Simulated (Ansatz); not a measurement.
Crystal: Al.

```
Al
1.0
     4.54673    0.00000    0.00000
    -2.27337    3.93758    0.00000
     0.00000    0.00000    2.75393
Al
2
Direct
  0.33333 0.66667 0.50000
  0.66667 0.33333 0.50000
```

The cell was built by a generator and needn't be a form met in nature.

| Item | Value |
| --- | --- |
| Program | Ansatz 0.2.0 |
| Task | single point |
| Functional | PBE |
| Potentials or basis | Ansatz PAW |
| Cutoff | 420 eV (not typed: the program's choice for these potentials) |
| k mesh | 7 × 7 × 10 |
| Occupations | fermi-dirac, width 0.05 eV |
| Spin | no spin polarisation |

On this cell: pressure -0.1 GPa; largest force under 0.003 eV/Å; band gap on the k mesh none (metal or under the smearing width).

The same run follows on a disturbed copy (atoms moved at random, drawn with an rms of 0.05 Å):

```
Al
1.0
     4.54673    0.00000    0.00000
    -2.27337    3.93758    0.00000
     0.00000    0.00000    2.75393
Al
2
Direct
  0.33314 0.66047 0.49029
  0.66687 0.34561 0.50722
```

What does the disturbed cell give?

The energy (extrapolated to zero smearing) moves by +9.6 meV/atom; pressure 0.1 GPa; largest force 0.495 eV/Å; band gap on the k mesh none (metal or under the smearing width).

Forces on the atoms (eV/Å):
```
Al  -0.281  0.403 -0.055
Al   0.281 -0.403  0.055
```

Stress tensor (GPa, compression positive):
```
 1.91 -0.96  0.04
-0.96 -1.22 -0.05
 0.04 -0.05 -0.45
```
